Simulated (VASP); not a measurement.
# H3CCl2 (C2/m) in VASP: density of states with r2SCAN

Aim: the density of states of H3CCl2 with r2SCAN.

Program: VASP 6.6.1. These are calculated values, not measurements. Logs are shortened: lines on timing, memory, paths and dates and some standing lists are left out, and cuts for length are marked.

## (1) The crystal as given

Symmetry: C2/m, No. 12, monoclinic system. The conventional cell has a = 8.898 Å, b = 9.973 Å, c = 3.851 Å, α = 90.00°, β = 110.30°, γ = 90.00°. Around H (site symmetry 1) lie 1 Cl at 1.30 Å. H (site symmetry m) is surrounded by 1 Cl at 1.13 Å. Cl (site symmetry 2) is surrounded by 2 H at 1.30 Å. Cl (site symmetry m) has 1 H at 1.13 Å as nearest neighbours. Around C (site symmetry 2) lie 4 Cl at 2.36 to 2.38 Å.

The cell was built by a generator and needn't be a form met in nature.

## (2) Density of states, r2SCAN

Input file INCAR:

```
SYSTEM = H3CCl2
PREC     = Accurate       ! precision mode
ENCUT    = 520            ! plane-wave cutoff, eV
EDIFF    = 1E-6           ! SCF threshold, eV
ISMEAR   = -5             ! smearing method
SIGMA    = 0.1            ! smearing width, eV
LREAL    = .FALSE.        ! projectors in reciprocal space
LASPH    = .TRUE.         ! aspherical terms in the spheres
NELM     = 60             ! most SCF steps
ALGO     = Normal         ! electronic algorithm
ISIF     = 2              ! what is computed and relaxed
LWAVE    = .FALSE.        ! write WAVECAR
LCHARG   = .FALSE.        ! write CHGCAR
METAGGA  = R2SCAN         ! meta-GGA
LMIXTAU  = .TRUE.       
LORBIT   = 11             ! projections on sites
NBANDS   = 33             ! bands
NEDOS    = 2001           ! points of the DOS
```

Input file KPOINTS:

```
regular mesh
0
G
  4 4 7
  0 0 0
```

Input file POSCAR:

```
H3CCl2
1.0
    4.4491240000      4.9863990000      0.0000000000
    4.4491240000     -4.9863990000      0.0000000000
    1.3362100000      0.0000000000     -3.6122660000
H Cl C
6 4 2
Direct
    0.2250000000      0.9890000000      0.9960000000
    0.0110000000      0.7750000000      0.0040000000
    0.7750000000      0.0110000000      0.0040000000
    0.9890000000      0.2250000000      0.9960000000
    0.2370000000      0.2370000000      0.3690000000
    0.7630000000      0.7630000000      0.6310000000
    0.2066000000      0.7934000000      0.0000000000
    0.7934000000      0.2066000000      0.0000000000
    0.2857000000      0.2857000000      0.6048000000
    0.7143000000      0.7143000000      0.3952000000
    0.3474000000      0.6526000000      0.5000000000
    0.6526000000      0.3474000000      0.5000000000
```

Potentials or basis: VASP PAW PBE potentials, release 64 (H, Cl, C).

Launch:

```bash
> cat potpaw_PBE.64/H/POTCAR potpaw_PBE.64/Cl/POTCAR potpaw_PBE.64/C/POTCAR > POTCAR
> mpirun -np 1 vasp_std > vasp.out
```

OUTCAR:

```text
SYSTEM = H3CCl2
   PREC = Accurate
   ENCUT = 520
   EDIFF = 1E-6
   ISMEAR = -5
   LREAL = .FALSE.
   LASPH = .TRUE.
   NELM = 60
   ISIF = 2
   METAGGA = R2SCAN
   LORBIT = 11

 ion  position               nearest neighbor table
   1  0.225  0.989  0.996-   7 1.30
   2  0.011  0.775  0.004-   7 1.30
   3  0.775  0.011  0.004-   8 1.30
   4  0.989  0.225  0.996-   8 1.30
   5  0.237  0.237  0.369-   9 1.13
   6  0.763  0.763  0.631-  10 1.13
   7  0.207  0.793  0.000-   1 1.30   2 1.30
   8  0.793  0.207  0.000-   3 1.30   4 1.30
   9  0.286  0.286  0.605-   5 1.13  11 2.36  12 2.36
  10  0.714  0.714  0.395-   6 1.13  11 2.36  12 2.36
  11  0.347  0.653  0.500-   9 2.36  10 2.36
  12  0.653  0.347  0.500-   9 2.36  10 2.36

  LATTYP: Found a base centered monoclinic cell.
 ALAT       =     8.8982480000
 B/A-ratio  =     1.1207597271
 C/A-ratio  =     0.4328361265
 COS(beta)  =    -0.3469338776

  Lattice vectors:

 A1 = (  -4.4491240000,  -4.9863990000,   0.0000000000)
 A2 = (  -4.4491240000,   4.9863990000,   0.0000000000)
 A3 = (   1.3362100000,   0.0000000000,  -3.6122660000)

Analysis of symmetry for initial positions (statically):
=====================================================================
 Subroutine PRICEL returns:
 Original cell was already a primitive cell.

 Routine SETGRP: Setting up the symmetry group for a
 base centered monoclinic supercell.

 Subroutine GETGRP returns: Found  4 space group operations
 (whereof  4 operations were pure point group operations)
 out of a pool of  4 trial point group operations.

The static configuration has the point symmetry C_2h.

Analysis of symmetry for dynamics (positions and initial velocities):
=====================================================================
 Subroutine PRICEL returns:
 Original cell was already a primitive cell.

 Routine SETGRP: Setting up the symmetry group for a
 base centered monoclinic supercell.

 Subroutine GETGRP returns: Found  4 space group operations
 (whereof  4 operations were pure point group operations)
 out of a pool of  4 trial point group operations.

The dynamic configuration has the point symmetry C_2h.

 Subroutine INISYM returns: Found  4 space group operations
 (whereof  4 operations are pure point group operations),
 and found     1 'primitive' translations

----------------------------------------------------------------------------------------

                                     Primitive cell

  volume of cell :     160.2770

  direct lattice vectors                    reciprocal lattice vectors
     4.449124000  4.986399000  0.000000000     0.112381673  0.100272762  0.041571002
     4.449124000 -4.986399000  0.000000000     0.112381673 -0.100272762  0.041571002
     1.336210000  0.000000000 -3.612266000     0.000000000  0.000000000 -0.276834541

  length of vectors
     6.682729933  6.682729933  3.851483197     0.156244729  0.156244729  0.276834541

  position of ions in fractional coordinates (direct lattice)
     0.225000000  0.989000000  0.996000000
     0.011000000  0.775000000  0.004000000
     0.775000000  0.011000000  0.004000000
     0.989000000  0.225000000  0.996000000
     0.237000000  0.237000000  0.369000000
     0.763000000  0.763000000  0.631000000
     0.206600000  0.793400000  0.000000000
     0.793400000  0.206600000  0.000000000
     0.285700000  0.285700000  0.604800000
     0.714300000  0.714300000  0.395200000
     0.347400000  0.652600000  0.500000000
     0.652600000  0.347400000  0.500000000

  ion indices of the primitive-cell ions
   primitive index   ion index
                 1           1
                 2           2
                 3           3
                 4           4
                 5           5
                 6           6
                 7           7
                 8           8
                 9           9
                10          10
                11          11
                12          12

----------------------------------------------------------------------------------------

 KPOINTS: regular mesh

Automatic generation of k-mesh.
 Grid dimensions read from file:
 generate k-points for:    4    4    7

 Generating k-lattice:

  Cartesian coordinates                     Fractional coordinates (reciprocal lattice)
     0.028095418  0.025068190  0.010392750     0.250000000  0.000000000  0.000000000
     0.028095418 -0.025068190  0.010392750     0.000000000  0.250000000  0.000000000
     0.000000000  0.000000000 -0.039547792     0.000000000  0.000000000  0.142857143

  Length of vectors
     0.039061182  0.039061182  0.039547792

  Shift w.r.t. Gamma in fractional coordinates (k-lattice)
     0.000000000  0.000000000  0.000000000

 TETIRR: Found    170 inequivalent tetrahedra from      672

 Subroutine IBZKPT returns following result:
 ===========================================

 Found     37 irreducible k-points:

 Following reciprocal coordinates:
            Coordinates               Weight
  0.000000  0.000000  0.000000      1.000000
  0.250000 -0.000000  0.000000      4.000000
  0.500000 -0.000000  0.000000      2.000000
  0.250000  0.250000  0.000000      2.000000
  0.500000  0.250000  0.000000      4.000000
 -0.250000  0.250000  0.000000      2.000000
[... 16 lines left out ...]
  0.500000  0.250000  0.285714      4.000000
 -0.250000  0.250000  0.285714      4.000000
 [... further k-points ...]
   k-points           NKPTS =     37   k-points in BZ     NKDIM =     37   number of bands    NBANDS=     33
   number of dos      NEDOS =   2001   number of ions     NIONS =     12
   total plane-waves  NPLWV =  75000
   dimension x,y,z NGX =    50 NGY =   50 NGZ =   30
   dimension x,y,z NGXF=   100 NGYF=  100 NGZF=   60
   ions per type =               6   4   2
   NGX,Y,Z   is equivalent  to a cutoff of  12.44, 12.44, 12.95 a.u.
   NGXF,Y,Z  is equivalent  to a cutoff of  24.88, 24.88, 25.90 a.u.
 SYSTEM =  H3CCl2
   PREC   = accura    normal or accurate (medium, high low for compatibility)
   ISTART =      0    job   : 0-new  1-cont  2-samecut
   ICHARG =      2    charge: 1-file 2-atom 10-const
   ISPIN  =      1    spin polarized calculation?
   LNONCOLLINEAR =      F non collinear calculations
   LSORBIT =      F    spin-orbit coupling
   LASPH  =      T    aspherical Exc in radial PAW
   ENCUT  =  520.0 eV  38.22 Ry    6.18 a.u.  12.43 12.43  7.16*2*pi/ulx,y,z
   NELM   =     60;   NELMIN=  2; NELMDL= -5     # of ELM steps
   EDIFF  = 0.1E-05   stopping-criterion for ELM
   LREAL  =      F    real-space projection
[... 7 lines left out ...]
   TEBEG  =    0.0;   TEEND  =   0.0 temperature during run
   PSTRESS=    0.0 pullay stress
   NELECT =      42.0000    total number of electrons
   NUPDOWN=      -1.0000    fix difference up-down
   EMIN   =  10.00;   EMAX   =-10.00  energy-range for DOS
   EFERMI =   0.00;   METHOD = LEGACY
   ISMEAR =    -5;   SIGMA  =   0.10  broadening in eV -4-tet -1-fermi 0-gaus
   EFERMI_NEDOS =   21; number of points for ismear=-14 and -15
   IALGO  =     38    algorithm
   IMIX   =      4    mixing-type and parameters
     AMIX     =   0.40;   BMIX     =  1.00
     AMIX_MAG =   1.60;   BMIX_MAG =  1.00
  volume/ion in A,a.u.               =      13.36        90.13
  Fermi-wavevector in a.u.,A,eV,Ry     =   1.047613  1.979701 14.932296  1.097493
  Thomas-Fermi vector in A             =   2.182500
   LORBIT       =     11    0 simple, 1 ext, 2 COOP (PROOUT), +10 PAW based schemes
   METAGGA = R2SCAN    functional components
   LHFCALC =     F    Hartree Fock is set to
   AEXX    =    0.0000 exact exchange contribution
   IVDW    =     0    specifies the selected vdW correction
   LEPSILON=     F    determine dielectric tensor
   LRPA    =     F    only Hartree local field effects (RPA)
 non-spin polarized calculation
 Fermi weights with tetrahedron method with Bloechl corrections
  energy-cutoff  :      520.00
  volume of cell :      160.28
 maximum number of plane-waves:      4335
 NGX is ok and might be reduce to    50
   NGX = 25   NGY = 25   NGZ = 15

 number of electron      41.9999993 magnetization

 Free energy of the ion-electron system (eV)
  ---------------------------------------------------
  ext. energy  EPLUGINS =         0.00000000
  ---------------------------------------------------
  free energy    TOTEN  =       -42.10891179 eV

  energy without entropy =      -42.10891179  energy(sigma->0) =      -42.10891179

 E-fermi :   3.7244     XC(G=0):  -8.8491

 val. band max:        3.7281436957   @ k =   0.0000   0.0000   0.2857
 cond. band min:       3.7243233520   @ k =   0.0000   0.0000   0.0000
 fundamental gap:     -0.0038203437
 Fermi energy:         3.7244225798

 k-point     1 :       0.0000    0.0000    0.0000
  band No.  band energies     occupation
      1     -18.4924      2.00000
      2     -18.1656      2.00000
      3     -17.4410      2.00000
      4     -17.2837      2.00000
      5      -8.7970      2.00000
      6      -8.1759      2.00000
[... 25 lines left out ...]
     32       8.3356      0.00000
     33       9.1963      0.00000
[... 797 lines left out ...]
      3     -17.4213      2.00000
      4     -17.2298      2.00000
      5      -8.6937      2.00000
      6      -8.3909      2.00000
[... 25 lines left out ...]
     32       8.9003      0.00000
     33       9.1910      0.00000

 [... further k-points ...]
[... 5 lines left out ...]
  --------------------------------------------------------------------------------------
  -------------------------------------------------------------------------------------
  Total       21.2430690     15.3892468     11.8193798      0.0000000      0.0000000    -11.0914878
  in kB      212.3521132    153.8355436    118.1500785      0.0000000      0.0000000   -110.8738507
  external PRESSURE =     161.4459118 kB  Pullay stress =       0.0000000 kB

 VOLUME and BASIS-vectors are now :
 -----------------------------------------------------------------------------
  energy-cutoff  :      520.00
  volume of cell :      160.28
      direct lattice vectors                 reciprocal lattice vectors
     4.449124000  4.986399000  0.000000000     0.112381673  0.100272762  0.041571002
     4.449124000 -4.986399000  0.000000000     0.112381673 -0.100272762  0.041571002
     1.336210000  0.000000000 -3.612266000     0.000000000  0.000000000 -0.276834541

 POSITION                                       TOTAL-FORCE (eV/Angst)
 -----------------------------------------------------------------------------------
      6.73210     -3.80961     -3.59782         0.928877     -1.677708     -0.708677
      3.50236     -3.80961     -0.01445        -0.928877     -1.677708      0.708677
      3.50236      3.80961     -0.01445        -0.928877      1.677708      0.708677
      6.73210      3.80961     -3.59782         0.928877      1.677708     -0.708677
      2.60195      0.00000     -1.33293        -5.157160      0.000000      5.491221
      7.63251      0.00000     -2.27934         5.157160      0.000000     -5.491221
      4.44912     -2.92602      0.00000        -0.000000      3.170759     -0.000000
      4.44912      2.92602      0.00000        -0.000000     -3.170759     -0.000000
      3.35037      0.00000     -2.18470         4.252513      0.000000     -4.762605
      6.88409      0.00000     -1.42757        -4.252513      0.000000      4.762605
      5.11723     -1.52185     -1.80613        -0.000000     -0.378386     -0.000000
      5.11723      1.52185     -1.80613        -0.000000      0.378386     -0.000000
 -----------------------------------------------------------------------------------
    total drift:                                0.000000     -0.000000     -0.000000

  FREE ENERGIE OF THE ION-ELECTRON SYSTEM (eV)
  ---------------------------------------------------
  free  energy   TOTEN  =       -42.1089117857 eV

  energy  without entropy=      -42.1089117857  energy(sigma->0) =      -42.10891179

 total charge

# of ion       s       p       d       tot
------------------------------------------
    1        0.552   0.059   0.000   0.611
    2        0.552   0.059   0.000   0.611
    3        0.552   0.059   0.000   0.611
    4        0.552   0.059   0.000   0.611
    5        0.687   0.109   0.000   0.796
    6        0.687   0.109   0.000   0.796
    7        1.663   3.445   0.000   5.108
    8        1.663   3.445   0.000   5.108
    9        1.654   3.584   0.000   5.238
   10        1.654   3.584   0.000   5.238
   11        1.067   1.036   0.000   2.103
   12        1.067   1.036   0.000   2.103
--------------------------------------------------
tot         12.349  16.585   0.000  28.934
```

Run time: 6.4 min. Hardware: 1 thread of Intel Xeon 6975P-C (Granite Rapids), shared host; peak memory 0.38 GiB.

What came out:

```
Free energy                                           : -42.1089 eV
Pressure                                              : 16.1 GPa
Largest force                                         : 7.533 eV/Å
Band gap on the k mesh                                : none (metal or under the smearing width)
Valence electrons inside the program's atomic spheres : H 0.61, 0.80; Cl 5.11, 5.24; C 2.10
```

Forces on the atoms (eV/Å):
```
H    0.929 -1.678 -0.709
H   -0.929 -1.678  0.709
H   -0.929  1.678  0.709
H    0.929  1.678 -0.709
H   -5.157  0.000  5.491
H    5.157  0.000 -5.491
Cl   0.000  3.171  0.000
Cl   0.000 -3.171  0.000
Cl   4.253  0.000 -4.763
Cl  -4.253  0.000  4.763
C    0.000 -0.378  0.000
C    0.000  0.378  0.000
```

States per cell in windows of 1 eV (zero at the Fermi level; states under -8 eV left out):
```csv
from (eV),total,Cl9_p,Cl10_p,C11_p,C12_p,Cl7_p,Cl8_p
-8.0,4.95,0.74,0.74,0.08,0.08,0.71,0.71
-7.0,2.98,0.73,0.73,0.04,0.04,0.22,0.22
-6.0,2.56,0.42,0.42,0.01,0.01,0.18,0.18
-5.0,1.41,0.20,0.20,0.00,0.00,0.15,0.15
-4.0,0.00,0.00,0.00,0.00,0.00,0.00,0.00
-3.0,0.00,0.00,0.00,0.00,0.00,0.00,0.00
-2.0,1.08,0.01,0.01,0.13,0.13,0.01,0.01
-1.0,4.95,0.08,0.08,0.72,0.72,0.05,0.05
0.0,6.02,0.14,0.14,1.03,1.03,0.14,0.14
1.0,3.58,0.13,0.13,0.18,0.18,0.21,0.21
2.0,4.14,0.09,0.09,0.16,0.16,0.23,0.23
3.0,3.47,0.10,0.10,0.08,0.08,0.10,0.10
4.0,2.85,0.06,0.06,0.07,0.07,0.06,0.06
5.0,3.65,0.07,0.07,0.11,0.11,0.07,0.07
6.0,0.31,0.01,0.01,0.01,0.01,0.01,0.01
```

Caveat: so large a pressure means that the cell lies far from this level's equilibrium, or that cutoff or potentials fall short; the potentials were made for another functional, which shifts forces and pressure; tetrahedron occupations give inexact forces and stress in metals.
